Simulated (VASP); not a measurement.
**KF: single point with LDA**

The system is KF.

```
CELL_PARAMETERS angstrom
3.25895 0.00000 0.00000
0.00000 3.25895 0.00000
0.00000 0.00000 3.25895
ATOMIC_POSITIONS crystal
K 0.00000 0.00000 0.00000
F 0.50000 0.50000 0.50000
```

The cell comes from a database or a generator and needn't be the stable form of this composition.

```yaml
Program: VASP 6.6.1
Task: single point
Functional: LDA
Potentials_or_basis: VASP PAW LDA potentials, release 64 (K_sv, F)
Cutoff: 520 eV
k_mesh: 8 × 8 × 8
Occupations: gaussian, width 0.05 eV
Spin: no spin polarisation
```

- Pressure: -5.7 GPa
- Band gap on the k mesh: 5.91 eV, indirect (least direct gap 5.96 eV)

Levels at points of the mesh, in eV from the valence-band top:
```
           k point  band 5  band 6  band 7  band 8  band 9  band 10  band 11  band 12
(0.00, 0.00, 0.00)   -9.76   -0.05   -0.05   -0.05    5.91     8.08     8.08    13.85
(0.50, 0.00, 0.00)   -9.64   -1.28   -0.17   -0.17    9.09     9.12    10.54    12.35
(0.50, 0.50, 0.00)   -9.55   -0.63   -0.63    0.00    8.25     8.73    11.78    11.78
(0.50, 0.50, 0.50)  -10.36   -1.08   -1.08   -1.08   10.27    10.27    10.27    14.79
```

Wall time 7.3 s on 1 thread of AMD EPYC 9R45 (Zen 5), with other jobs on the host, peak memory 0.1 GiB.

A k mesh can miss the band edges.
